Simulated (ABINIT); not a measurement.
A run of ABINIT 10.8.3 (patched build) is set up as follows.

Contents of run.abi:

```
# Datasets: one volume each
ndtset 7
getwfk -1
scalecart1 3*0.9795861087
scalecart2 3*0.9864848297
scalecart3 3*0.9932883884
scalecart4 3*1.0000000000
scalecart5 3*1.0066227096
scalecart6 3*1.0131594038
scalecart7 3*1.0196128224

# Pseudopotentials
pp_dirpath "./"
pseudos "Zn.GGA_PBE-JTH.xml, S.GGA_PBE-JTH.xml"

# Structure
acell 3.8212050455 3.8212050455 3.8212050455 Angstrom
rprim
     0.0000000000     0.7071067812     0.7071067812
     0.7071067812     0.0000000000     0.7071067812
     0.7071067812     0.7071067812     0.0000000000
ntypat 2
znucl 30 16
natom 2
typat 1 2
xred
     0.7500000000     0.7500000000     0.7500000000
     0.0000000000     0.0000000000     0.0000000000

# Plane-wave basis
ecut 15.0
pawecutdg 30.0

# k points
kptopt 1
ngkpt 9 9 9
nshiftk 1
shiftk 0.0 0.0 0.0

# Exchange and correlation
ixc 11

# Bands and occupations
nband 13
occopt 3
tsmear 0.05 eV

# SCF cycle
nstep 100
tolvrs 1.0e-9

# Output
iomode 3
prtwf 1
prtden 0
prteig 0
prtebands 0
enunit 2
```

Potentials or basis: JTH PAW PBE v2.0.

The run is started by

```console
$ abinit run.abi > log 2>&1
```

Task: Predict the pressure derivative of the bulk modulus.

Result: 4.6.

Task: What does it give for the bulk modulus?

Result: 70 GPa.

Task: What does it give for the equilibrium volume?

Result: 20.16 Å³/atom.

Energy against volume, from the lowest point:
```tsv
volume (Å³/atom)	energy (meV/atom)
18.543	32.94
18.938	18.08
19.332	7.93
19.727	2.05
20.121	0.00
20.516	1.32
20.910	5.70
```

Caveat: the cutoff is too short for stress, so the log's stress isn't used; pressures at fixed basis lie under the slope of the energies. PBE usually gives volumes a little too large and moduli too small.

**Experimental background.**

From “Electronic, vibrational, and thermodynamic properties of ZnS (zincblende and rocksalt structure)”, 2009, arxiv:0911.5022, for a bulk crystal of ZnS: bulk modulus 76.9 GPa.

A measured bulk modulus of ZnS is 76.9 GPa (quoted in “Electronic, vibrational, and thermodynamic properties of ZnS (zincblende and rocksalt structure)”, 2009, arxiv:0911.5022); the calculated 70 GPa misses it by -9.1 %. The fit is for a static lattice scaled at fixed shape and fixed fractional positions.
